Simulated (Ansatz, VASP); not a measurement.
# One calculation of Ag, two programs

```
CELL_PARAMETERS angstrom
2.83755 0.00000 0.00000
-1.41878 2.45739 0.00000
0.00000 0.00000 4.64240
ATOMIC_POSITIONS crystal
Ag 0.33333 0.66667 0.25000
Ag 0.66667 0.33333 0.75000
```

Alike in both runs: functional PBEsol; k mesh 18 × 18 × 10; occupations gaussian, width 0.1 eV; no spin polarisation.

Ansatz relaxed the structure, and its values are those at the end. VASP's run is a single point on that final structure, the one shown.

|  | VASP | Ansatz |
| --- | --- | --- |
| version | VASP 6.6.1 | Ansatz 0.2.0 |
| potentials or method | VASP PAW PBE potentials, release 64 (Ag) | scalar-relativistic, plane waves, PAW |
| plane-wave cutoff (eV) | 520 | 420 |
| valence electrons in the cell | 22 | 38 |

|  | VASP | Ansatz | Ansatz less VASP |
| --- | --- | --- | --- |
| gap on the k mesh at the Fermi level (eV) | none | none | - |
| pressure (GPa) | 3.7 | 4.0 | +0.27 |

A gap of «none» marks a metal or a gap that the smearing closes. The two sets of potentials don't hold the same shells in valence.

Caveats: the PAW data sets were made with another functional, which shifts forces and pressure a little (VASP).
